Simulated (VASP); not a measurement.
# Gap, electron mass and M–L valley of wurtzite CdS under biaxial (0001) strain at TB-mBJ with spin-orbit coupling

The lowest conduction level at Γ, the lowest one on the line M–L and the electron mass at Γ are calculated for CdS strained in the (0001) plane. Both energies are counted from the valence-band top at Γ, and strain is counted from the cell relaxed with LDA.

The series serves a design target: a thin photoconducting layer for blue light, from which electrons are drawn along the (0001) normal. Three constraints are chosen. The gap may differ from that of the unstrained cell by at most 0.06 eV, the M–L valley must stay at least 1 eV above the Γ level, and the normal mass must be below its unstrained value. Among the strains that pass, the one with the lowest normal mass is preferred.

## Systems and settings

The start is a typed prototype cell. The crystal was relaxed with LDA. Equal strain is imposed in the (0001) plane; the strain along the normal is adjusted until the normal stress vanishes, and the atoms are relaxed with LDA. VASP 6.6.1, plane waves with PAW, cutoff 450 eV, no spin polarisation. Band edges are single points at TB-mBJ with spin-orbit coupling on these cells, k mesh 7×7×4, read on short lines of k points at the zone centre and through the valleys; energies are counted from the valence-band top at the zone centre. No band edges were obtained at this level for +1.5 %. Masses are fitted within 0.05 1/Å of the zone centre. All levels use the PAW data sets made with LDA.

Notes on method and selection:

- A valley's energy from the valence-band top holds the shift of that top as well as the shift of the valley.
- The TB-mBJ parameter c is fixed anew from the density of each cell, so it changes along the series.
- Runs that did not converge, have known faults or may not be shown are not listed, and runs on Ansatz's PAW sets soft_1 and soft_2 are kept to separate tables.

Columns:

- strain (%): strain in the plane (tension positive).
- Γ level (eV): lowest conduction level at Γ.
- M–L valley (eV): lowest conduction level on the line M–L.
- mass, normal (mₑ): electron mass at Γ along the normal.
- mass, plane (mₑ): electron mass at Γ in the plane.

Input lines of one member:

```
PREC = Accurate
ENCUT = 450
EDIFF = 1E-06
NELM = 150
ISMEAR = 0
SIGMA = 0.02
LREAL = .FALSE.
ALGO = Normal
METAGGA = MBJ
LASPH = .TRUE.
LNONCOLLINEAR = .TRUE.
NBANDS = 46
GGA_COMPAT = .FALSE.
LSORBIT = .TRUE.
KPAR = 4
```

Command (options for logging and memory left out): `mpirun -np 4 vasp_ncl`

## Computed values

| member | sign of the strain | strain (%) | Γ level (eV) | M–L valley (eV) | mass, normal (mₑ) | mass, plane (mₑ) |
| --- | --- | --- | --- | --- | --- | --- |
| −2 % | compression | −2.0 | 2.705 | 4.404 | 0.215 | 0.267 |
| −1.5 % | compression | −1.5 | 2.728 | 4.447 | 0.217 | 0.263 |
| −1 % | compression | −1.0 | 2.748 | 4.487 | 0.223 | 0.259 |
| −0.5 % | compression | −0.5 | 2.765 | 4.524 | 0.227 | 0.256 |
| 0 % | compression | 0.0 | 2.780 | 4.561 | 0.232 | 0.254 |
| 0 % | tension | 0.0 | 2.780 | 4.561 | 0.232 | 0.254 |
| +0.5 % | tension | 0.5 | 2.790 | 4.593 | 0.237 | 0.254 |
| +1 % | tension | 1.0 | 2.784 | 4.609 | 0.237 | 0.251 |
| +2 % | tension | 2.0 | 2.749 | 4.619 | 0.245 | 0.249 |

Least-squares fits to the whole series, with x = strain (%); R² and errors in the fitted variable (y, or ln y where the fit is in ln y):

| y | sign of the strain | members | fit | R² | rms residual | leave-one-out rms | the same for the mean of the others |
| --- | --- | --- | --- | --- | --- | --- | --- |
| Γ level (eV) | compression | 5 | y = 2.7826 + 0.037400 x | 0.99 | 0.0023 | 0.0047 | 0.033 |
| Γ level (eV) | tension | 4 | y = 2.791 − 0.01743 x | 0.66 | 0.0092 | 0.027 | 0.021 (fit no better) |
| M–L valley (eV) | compression | 5 | y = 4.5628 + 0.078200 x | 1.00 | 0.0018 | 0.0037 | 0.069 |
| M–L valley (eV) | tension | 4 | y = 4.572 + 0.02709 x | 0.83 | 0.0090 | 0.026 | 0.029 |

## What drives the series

The gap at Γ shrinks under compression, by (2.780 − 2.705) / 2.0 = 0.038 eV per % on average. Under tension it first grows slightly, to 2.790 eV at +0.5 %, and then falls; between +1 % and +2 % it loses 2.784 − 2.749 = 0.035 eV.

The turn most likely comes from the valence band. Compression in the plane raises the sulfur p levels that lie in the plane relative to the one along the normal; tension does the reverse. The spacing of the two highest valence levels nearly vanishes under slight tension and then widens again, as expected when they change order. Volume alone would act the other way under compression, since a smaller cell normally widens the gap of such a semiconductor.

Subtracting the Γ level from the M–L valley removes the valence top, and the turn disappears. The distance is 4.404 − 2.705 = 1.699 eV at −2 %, 1.781 eV at 0 % and 1.870 eV at +2 %. The mean slope is (1.870 − 1.699) / 4.0 = 0.043 eV per %. A line of this slope through the unstrained value meets all eight strains with an rms miss of roughly 0.002 eV, against a scatter of roughly 0.05 eV about their mean. A possible cause is that the Γ level, antibonding and of s character, responds more strongly to volume than the valley does. Valleys on other lines are not shown in the table.

From −2 % to +2 % the normal mass rises by 14 % (0.245 / 0.215 = 1.14), while the plane mass falls by 7 % (0.249 / 0.267 = 0.93). The two-band rule, mass proportional to gap, has the wrong sign for the plane mass under compression: the gap shrinks and the mass grows. It fails for the normal mass too between +1 % and +2 %, where the gap falls and the mass rises. Altered coupling between the bands, as bond angles change, is one possible reason; the table does not decide it.

## Residuals

Largest departures from the fit to the whole series:

| member | sign of the strain | Γ level (eV) | fit | computed − fit | in rms residuals |
| --- | --- | --- | --- | --- | --- |
| −1 % | compression | 2.748 | 2.745 | +0.003 | 1.2 |
| −2 % | compression | 2.705 | 2.708 | −0.003 | 1.2 |
| 0 % | tension | 2.780 | 2.791 | −0.011 | 1.2 |
| 0 % | compression | 2.780 | 2.783 | −0.003 | 1.1 |

No strain stands apart from the series. On the compression side the departures from the line reach only 0.003 eV and follow a gentle curvature: the gap changes by 0.023 eV between −2 % and −1.5 %, but by 2.780 − 2.765 = 0.015 eV between −0.5 % and 0 %.

On the tension side the straight line for the gap is poor and predicts no better than the mean. The −0.011 eV at 0 % reflects a line drawn through a bent series, not a faulty calculation. The distance between valley and Γ level runs smoothly through +1 % and +2 %, which supports the conduction levels there; it cannot test the valence top, which cancels in it.

The calculation at +1.5 % did not reach self-consistency, so the fall of the gap under stronger tension rests on few points. The equal normal masses at +0.5 % and +1 % differ from a steady rise by only a few thousandths of mₑ, too little to interpret.

## Meeting the brief

The valley constraint removes nothing, since the smallest distance is 1.699 eV. The gap constraint removes −2 %, where the shift is 2.705 − 2.780 = −0.075 eV. The mass constraint removes the unstrained cell and all tensile strains. That leaves −1.5 %, −1 % and −0.5 %, with normal masses of 0.217, 0.223 and 0.227 mₑ.

With exciton binding, lattice vibrations, confinement and internal fields neglected, the absorption edge follows from λ = 1240 / E, with E the gap in eV and λ in nm. It lies at 1240 / 2.728 = 454.5 nm for −1.5 %, against 1240 / 2.780 = 446.0 nm without strain, a shift of 454.5 − 446.0 = 8.5 nm.

The mobility along the normal is μ = eτ / m. With τ in fs and μ in cm²/(V s), the constant e/mₑ is roughly 1.8, so an assumed scattering time of 50 fs gives 1.8 × 50 = 90, to be divided by m/mₑ. The mobility is then 90 / 0.217 = 415 at −1.5 %, 90 / 0.223 = 404 at −1 % and 90 / 0.232 = 388 without strain. The gain over the unstrained cell is 7 %.

TB-mBJ gaps of semiconductors are typically wrong by roughly 0.2 eV, which at this edge means 454.5 × 0.2 / 2.728 = 33 nm. The absolute wavelength is therefore uncertain by more than the whole effect of strain. Most of this error should be common to neighbouring strains, which is why the constraint is set on the shift. The masses tend to come out too heavy, by roughly 10 to 30 %; a common factor changes the mobilities but not their order.

Judged by these bulk values, the pick is −1.5 %, and the runner-up is −1 %. The pick has little room: its gap shift is 0.052 eV, so a true shift larger by more than 15 % (0.06 / 0.052 = 1.15) would exclude it. The runner-up, with 2.780 − 2.748 = 0.032 eV, would survive an error of that size and costs only 3 % in mobility. It would also be preferred if the layer had to be thicker than the stronger strain allows before dislocations relax it.

## Conclusions

Between −2 % and 0 % the gap can be interpolated linearly to a few meV; on the tension side it cannot, most likely because the valence top changes character. The Γ level stays far below the M–L valley from −2 % to +2 %.

Three omitted effects can each exceed the spread of the gaps, 2.790 − 2.705 = 0.085 eV. Lattice vibrations lower the gap at room temperature, through thermal and zero-point motion together. In a strained polar layer the piezoelectric field, unless screened, can reach roughly 0.1 V per nm at strains of 1 to 2 %; it tilts the bands and lowers the absorption edge, the more so the thicker the layer. Confinement in a layer of a few nm acts the other way: it raises the edge, and in the thinnest layers by more than the field lowers it. Since the field changes with strain, it also enters the shift on which the gap constraint is set. The choice of strain therefore holds for a layer with bulk-like levels and would have to be tested anew for one only a few nm thick.

[Logs are printed without paths, hosts, clocks, repeated set-up lines and the standing remarks that a program may print on its own settings, such as how far it seeks lower states.]
